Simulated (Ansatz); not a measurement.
Runs of Ansatz 0.2.0 on Ti. The structure is hexagonal, space group P6_3/mmc (No. 194). Conventional cell: a = 2.950 Å, b = 2.950 Å, c = 4.680 Å, α = 90.00°, β = 90.00°, γ = 120.00°. Around Ti (site symmetry -6m2) lie 12 Ti at 2.89 to 2.95 Å. 

```csv
task,level,potentials or basis,cell,k mesh,cutoff (eV),smearing,temperature,gap on the mesh (eV),pressure (GPa)
single point,PBE0+D3(BJ)-ATM,Ansatz PAW,as given,8 × 8 × 4,420,methfessel-paxton 0.05 eV,-,none,(a)
single point,PBE,Ansatz PAW,as given,10 × 10 × 6,420,fermi-dirac 0.05 eV,-,none,-1.5
single point,PBE,Ansatz PAW,"atoms moved at random, drawn with an rms of 0.05 Å",10 × 10 × 6,420,fermi-dirac 0.05 eV,-,none,-1.5
density of states,PBE,Ansatz PAW,as given,10 × 10 × 6,420,fermi-dirac 0.025 eV,-,none,-1.4
```

Alike in all rows: no spin polarisation.

Q: Fill in the values left out.

A: (a) -9.1.

Caveats: pairwise dispersion overbinds metals, which lowers pressure and volume (some runs); the PAW data sets come from PBE, with cores solved anew for the run's functional, which leaves a small shift of forces and pressure (some runs); the thresholds are loose for stress (some runs).

A gap of «none» marks a metal or a gap under the smearing width.
